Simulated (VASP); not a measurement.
# SnS (Pnma) in VASP: single point with PBE

Aim: the single point of SnS with PBE.

Program: VASP 6.6.1. These are calculated values, not measurements. Logs are shortened: lines on timing, memory, paths and dates and some standing lists are left out, and cuts for length are marked.

**Experimental background.**

From “Linear dichroism of the optical properties of SnS and SnSe van der Waals crystals”, 2024, arxiv:2409.17412, for a bulk crystal of SnS at 20 K: band gap 1.16 eV (indirect).

The results are compared with them further down.

## Step 1: The crystal as given

Symmetry: Pnma, No. 62, orthorhombic system. The conventional cell has a = 11.320 Å, b = 4.050 Å, c = 4.242 Å, α = 90.00°, β = 90.00°, γ = 90.00°. Sn (site symmetry m) has 3 S at 2.61 to 2.72 Å as nearest neighbours. S (site symmetry m) has 3 Sn at 2.61 to 2.72 Å as nearest neighbours.

## Step 2: Single point, PBE

Contents of INCAR:

```
PREC = Accurate
ENCUT = 520
EDIFF = 1E-6
ISMEAR = 0
SIGMA = 0.1
LREAL = F
LASPH = T
NELM = 100
ALGO = Fast
ISIF = 2
LWAVE = F
LCHARG = F
GGA = PE
NBANDS = 50
```

Contents of KPOINTS:

```
Automatic mesh
0
Gamma
  2 4 4
```

Contents of POSCAR:

```
SnS
1.0
   11.3200000000      0.0000000000      0.0000000000
    0.0000000000      4.0500000000      0.0000000000
    0.0000000000      0.0000000000      4.2420000000
Sn S
4 4
Direct
    0.1220000000      0.2500000000      0.0981000000
    0.3780000000      0.7500000000      0.5981000000
    0.6220000000      0.2500000000      0.4019000000
    0.8780000000      0.7500000000      0.9019000000
    0.8507000000      0.2500000000      0.4790000000
    0.6493000000      0.7500000000      0.9790000000
    0.3507000000      0.2500000000      0.0210000000
    0.1493000000      0.7500000000      0.5210000000
```

Potentials or basis: VASP PAW PBE potentials, release 64 (Sn_d, S).

Run with:

```sh
cat potpaw_PBE.64/Sn_d/POTCAR potpaw_PBE.64/S/POTCAR > POTCAR
mpirun -np 1 vasp_std > vasp.out
```

OUTCAR:

```text
PREC = Accurate
   ENCUT = 520
   EDIFF = 1E-6
   ISMEAR = 0
   LREAL = F
   LASPH = T
   NELM = 100
   ISIF = 2
   GGA = PE

 ion  position               nearest neighbor table
   1  0.122  0.250  0.098-   7 2.61   8 2.72   8 2.72   8 3.19   8 3.19   4 3.52   4 3.52
   2  0.378  0.750  0.598-   8 2.61   7 2.72   7 2.72   7 3.19   7 3.19   3 3.52   3 3.52
   3  0.622  0.250  0.402-   5 2.61   6 2.72   6 2.72   6 3.19   6 3.19   2 3.52   2 3.52
   4  0.878  0.750  0.902-   6 2.61   5 2.72   5 2.72   5 3.19   5 3.19   1 3.52   1 3.52
   5  0.851  0.250  0.479-   3 2.61   4 2.72   4 2.72   4 3.19   4 3.19
   6  0.649  0.750  0.979-   4 2.61   3 2.72   3 2.72   3 3.19   3 3.19
   7  0.351  0.250  0.021-   1 2.61   2 2.72   2 2.72   2 3.19   2 3.19
   8  0.149  0.750  0.521-   2 2.61   1 2.72   1 2.72   1 3.19   1 3.19

  LATTYP: Found a simple orthorhombic cell.
 ALAT       =     4.0500000000
 B/A-ratio  =     1.0474074074
 C/A-ratio  =     2.7950617284

  Lattice vectors:

 A1 = (   0.0000000000,   4.0500000000,   0.0000000000)
 A2 = (   0.0000000000,   0.0000000000,   4.2420000000)
 A3 = (  11.3200000000,   0.0000000000,   0.0000000000)

Analysis of symmetry for initial positions (statically):
=====================================================================
 Subroutine PRICEL returns:
 Original cell was already a primitive cell.

 Routine SETGRP: Setting up the symmetry group for a
 simple orthorhombic supercell.

 Subroutine GETGRP returns: Found  8 space group operations
 (whereof  2 operations were pure point group operations)
 out of a pool of  8 trial point group operations.

The static configuration has the point symmetry S_2 .
 The point group associated with its full space group is D_2h.

Analysis of symmetry for dynamics (positions and initial velocities):
=====================================================================
 Subroutine PRICEL returns:
 Original cell was already a primitive cell.

 Routine SETGRP: Setting up the symmetry group for a
 simple orthorhombic supercell.

 Subroutine GETGRP returns: Found  8 space group operations
 (whereof  2 operations were pure point group operations)
 out of a pool of  8 trial point group operations.

The dynamic configuration has the point symmetry S_2 .
 The point group associated with its full space group is D_2h.

 Subroutine INISYM returns: Found  8 space group operations
 (whereof  2 operations are pure point group operations),
 and found     1 'primitive' translations

----------------------------------------------------------------------------------------

                                     Primitive cell

  volume of cell :     194.4787

  direct lattice vectors                    reciprocal lattice vectors
    11.320000000  0.000000000  0.000000000     0.088339223  0.000000000  0.000000000
     0.000000000  4.050000000  0.000000000     0.000000000  0.246913580  0.000000000
     0.000000000  0.000000000  4.242000000     0.000000000  0.000000000  0.235737860

  length of vectors
    11.320000000  4.050000000  4.242000000     0.088339223  0.246913580  0.235737860

  position of ions in fractional coordinates (direct lattice)
     0.122000000  0.250000000  0.098100000
     0.378000000  0.750000000  0.598100000
     0.622000000  0.250000000  0.401900000
     0.878000000  0.750000000  0.901900000
     0.850700000  0.250000000  0.479000000
     0.649300000  0.750000000  0.979000000
     0.350700000  0.250000000  0.021000000
     0.149300000  0.750000000  0.521000000

  ion indices of the primitive-cell ions
   primitive index   ion index
                 1           1
                 2           2
                 3           3
                 4           4
                 5           5
                 6           6
                 7           7
                 8           8

----------------------------------------------------------------------------------------

 KPOINTS: Automatic mesh

Automatic generation of k-mesh.
 Grid dimensions read from file:
 generate k-points for:    2    4    4

 Generating k-lattice:

  Cartesian coordinates                     Fractional coordinates (reciprocal lattice)
     0.044169611  0.000000000  0.000000000     0.500000000  0.000000000  0.000000000
     0.000000000  0.061728395  0.000000000     0.000000000  0.250000000  0.000000000
     0.000000000  0.000000000  0.058934465     0.000000000  0.000000000  0.250000000

  Length of vectors
     0.044169611  0.061728395  0.058934465

  Shift w.r.t. Gamma in fractional coordinates (k-lattice)
     0.000000000  0.000000000  0.000000000

 Subroutine IBZKPT returns following result:
 ===========================================

 Found     18 irreducible k-points:

 Following reciprocal coordinates:
            Coordinates               Weight
  0.000000  0.000000  0.000000      1.000000
  0.500000  0.000000  0.000000      1.000000
  0.000000  0.250000  0.000000      2.000000
  0.500000  0.250000  0.000000      2.000000
  0.000000  0.500000  0.000000      1.000000
  0.500000  0.500000  0.000000      1.000000
[... 10 lines left out ...]
  0.000000  0.500000  0.500000      1.000000
  0.500000  0.500000  0.500000      1.000000
   k-points           NKPTS =     18   k-points in BZ     NKDIM =     18   number of bands    NBANDS=     50
   number of dos      NEDOS =    301   number of ions     NIONS =      8
   total plane-waves  NPLWV =  80640
   dimension x,y,z NGX =    84 NGY =   30 NGZ =   32
   dimension x,y,z NGXF=   168 NGYF=   60 NGZF=   64
   ions per type =               4   4
   NGX,Y,Z   is equivalent  to a cutoff of  12.34, 12.31, 12.54 a.u.
   NGXF,Y,Z  is equivalent  to a cutoff of  24.67, 24.63, 25.08 a.u.
 SYSTEM =  unknown system
   PREC   = accura    normal or accurate (medium, high low for compatibility)
   ISTART =      0    job   : 0-new  1-cont  2-samecut
   ICHARG =      2    charge: 1-file 2-atom 10-const
   ISPIN  =      1    spin polarized calculation?
   LNONCOLLINEAR =      F non collinear calculations
   LSORBIT =      F    spin-orbit coupling
   LASPH  =      T    aspherical Exc in radial PAW
   ENCUT  =  520.0 eV  38.22 Ry    6.18 a.u.  21.05  7.53  7.89*2*pi/ulx,y,z
   NELM   =    100;   NELMIN=  2; NELMDL= -5     # of ELM steps
   EDIFF  = 0.1E-05   stopping-criterion for ELM
   LREAL  =      F    real-space projection
   EDIFFG = 0.1E-04   stopping-criterion for IOM
   NSW    =      0    number of steps for IOM
   IBRION =     -1    ionic relax: 0-MD 1-quasi-New 2-CG
   NFREE  =      0    steps in history (QN), initial steepest desc. (CG)
   ISIF   =      2    stress and relaxation
   ISYM   =      2    0-nonsym 1-usesym 2-fastsym
   POTIM  = 0.5000    time-step for ionic-motion
   TEBEG  =    0.0;   TEEND  =   0.0 temperature during run
   PSTRESS=    0.0 pullay stress
   NELECT =      80.0000    total number of electrons
   NUPDOWN=      -1.0000    fix difference up-down
   EMIN   =  10.00;   EMAX   =-10.00  energy-range for DOS
   EFERMI =   0.00;   METHOD = LEGACY
   ISMEAR =     0;   SIGMA  =   0.10  broadening in eV -4-tet -1-fermi 0-gaus
   EFERMI_NEDOS =   21; number of points for ismear=-14 and -15
   IALGO  =     68    algorithm
   IMIX   =      4    mixing-type and parameters
     AMIX     =   0.40;   BMIX     =  1.00
     AMIX_MAG =   1.60;   BMIX_MAG =  1.00
  volume/ion in A,a.u.               =      24.31       164.05
  Fermi-wavevector in a.u.,A,eV,Ry     =   1.217533  2.300804 20.169099  1.482387
  Thomas-Fermi vector in A             =   2.352850
   LORBIT       =      0    0 simple, 1 ext, 2 COOP (PROOUT), +10 PAW based schemes
   GGA     = PE    functional components
   LHFCALC =     F    Hartree Fock is set to
   AEXX    =    0.0000 exact exchange contribution
   IVDW    =     0    specifies the selected vdW correction
   LEPSILON=     F    determine dielectric tensor
   LRPA    =     F    only Hartree local field effects (RPA)
 non-spin polarized calculation
 RMM-DIIS sequential band-by-band and
 Gauss-broadening in eV      SIGMA  =   0.10
  energy-cutoff  :      520.00
  volume of cell :      194.48
 maximum number of plane-waves:      5296
   NGX = 43   NGY = 15   NGZ = 15

 number of electron      79.9999997 magnetization

 Free energy of the ion-electron system (eV)
  ---------------------------------------------------
  ext. energy  EPLUGINS =         0.00000000
  ---------------------------------------------------
  free energy    TOTEN  =       -35.42819165 eV

  energy without entropy =      -35.42819165  energy(sigma->0) =      -35.42819165

 E-fermi :   6.5019     XC(G=0):  -9.8336

 val. band max:        6.0595132334   @ k =   0.5000   0.0000   0.5000
 cond. band min:       6.9466104680   @ k =   0.0000   0.0000   0.0000
 fundamental gap:      0.8870972347
 Fermi energy:         6.5019021179

 k-point     1 :       0.0000    0.0000    0.0000
  band No.  band energies     occupation
      1     -15.1433      2.00000
      2     -15.1338      2.00000
      3     -15.1280      2.00000
      4     -15.1264      2.00000
      5     -15.1207      2.00000
      6     -15.1149      2.00000
[... 42 lines left out ...]
     49      11.1950      0.00000
     50      11.6437      0.00000

 k-point     2 :       0.5000    0.0000    0.0000
  band No.  band energies     occupation
      1     -15.1379      2.00000
      2     -15.1379      2.00000
      3     -15.1287      2.00000
      4     -15.1287      2.00000
      5     -15.1191      2.00000
      6     -15.1191      2.00000
[... 42 lines left out ...]
     49      11.4627      0.00000
     50      11.5427      0.00000

 k-point     3 :       0.0000    0.2500    0.0000
  band No.  band energies     occupation
      1     -15.1288      2.00000
      2     -15.1274      2.00000
      3     -15.1261      2.00000
      4     -15.1239      2.00000
      5     -15.1234      2.00000
      6     -15.1191      2.00000
[... 42 lines left out ...]
     49      10.8855      0.00000
     50      11.2002      0.00000

 k-point     4 :       0.5000    0.2500    0.0000
  band No.  band energies     occupation
      1     -15.1286      2.00000
      2     -15.1286      2.00000
      3     -15.1249      2.00000
      4     -15.1249      2.00000
      5     -15.1205      2.00000
      6     -15.1205      2.00000
[... 681 lines left out ...]
 k-point    17 :       0.0000    0.5000    0.5000
  band No.  band energies     occupation
      1     -15.1517      2.00000
      2     -15.1517      2.00000
      3     -15.1438      2.00000
      4     -15.1438      2.00000
      5     -15.1100      2.00000
      6     -15.1100      2.00000
[... 42 lines left out ...]
     49      11.9670      0.00000
     50      12.4269      0.00000

 k-point    18 :       0.5000    0.5000    0.5000
  band No.  band energies     occupation
      1     -15.1477      2.00000
      2     -15.1477      2.00000
      3     -15.1477      2.00000
      4     -15.1477      2.00000
      5     -15.1072      2.00000
      6     -15.1072      2.00000
[... 42 lines left out ...]
     49      12.5849      0.00000
     50      12.5854      0.00000

------------------------ aborting loop because EDIFF is reached ----------------------------------------

  FORCE on cell =-STRESS in cart. coord.  units (eV):
  Direction    XX          YY          ZZ          XY          YZ          ZX
  --------------------------------------------------------------------------------------
  -------------------------------------------------------------------------------------
  Total        2.7554037      1.2362745      1.1759673      0.0000000      0.0000000      0.0000000
  in kB       22.6998876     10.1848201      9.6879909      0.0000000      0.0000000      0.0000000
  external PRESSURE =      14.1908995 kB  Pullay stress =       0.0000000 kB

 VOLUME and BASIS-vectors are now :
 -----------------------------------------------------------------------------
  energy-cutoff  :      520.00
  volume of cell :      194.48
      direct lattice vectors                 reciprocal lattice vectors
    11.320000000  0.000000000  0.000000000     0.088339223  0.000000000  0.000000000
     0.000000000  4.050000000  0.000000000     0.000000000  0.246913580  0.000000000
     0.000000000  0.000000000  4.242000000     0.000000000  0.000000000  0.235737860

 POSITION                                       TOTAL-FORCE (eV/Angst)
 -----------------------------------------------------------------------------------
      1.38104      1.01250      0.41614        -0.037419     -0.000000      0.062813
      4.27896      3.03750      2.53714         0.037419      0.000000      0.062813
      7.04104      1.01250      1.70486        -0.037419      0.000000     -0.062813
      9.93896      3.03750      3.82586         0.037419      0.000000     -0.062813
      9.62992      1.01250      2.03192         0.106272     -0.000000      0.064373
      7.35008      3.03750      4.15292        -0.106272     -0.000000      0.064373
      3.96992      1.01250      0.08908         0.106272      0.000000     -0.064373
      1.69008      3.03750      2.21008        -0.106272      0.000000     -0.064373
 -----------------------------------------------------------------------------------
    total drift:                                0.000000     -0.000000      0.000000

  FREE ENERGIE OF THE ION-ELECTRON SYSTEM (eV)
  ---------------------------------------------------
  free  energy   TOTEN  =       -35.4281916469 eV

  energy  without entropy=      -35.4281916469  energy(sigma->0) =      -35.42819165
```

Wall time 2.1 min (1 thread of Intel Xeon Platinum 8488C (Sapphire Rapids), shared host); peak memory 0.34 GiB.

What came out:

```
Free energy            : -35.4282 eV
Pressure               : 1.4 GPa
Largest force          : 0.124 eV/Å
Band gap on the k mesh : 0.89 eV, indirect (least direct gap 1.39 eV)
```

Forces on the atoms (eV/Å):
```
Sn  -0.037  0.000  0.063
Sn   0.037  0.000  0.063
Sn  -0.037  0.000 -0.063
Sn   0.037  0.000 -0.063
S    0.106  0.000  0.064
S   -0.106  0.000  0.064
S    0.106  0.000 -0.064
S   -0.106  0.000 -0.064
```

Caveat: spin-orbit coupling is left out, which moves the levels of the heavy elements.

## Step 3: How close it comes

Step 2. A measured gap of SnS is 1.16 eV (indirect; 20 K; “Linear dichroism of the optical properties of SnS and SnSe van der Waals crystals”, 2024, arxiv:2409.17412); the calculated 0.89 eV misses it by -0.27 eV. 2 values of this kind are on record (1.09 to 1.16 eV); this one was drawn at random. Spin-orbit coupling on Sn is left out. The value is that of PBE on a finite k mesh, which can miss the band edges, without temperature or zero-point motion. Semilocal functionals fall short of measured gaps as a rule.
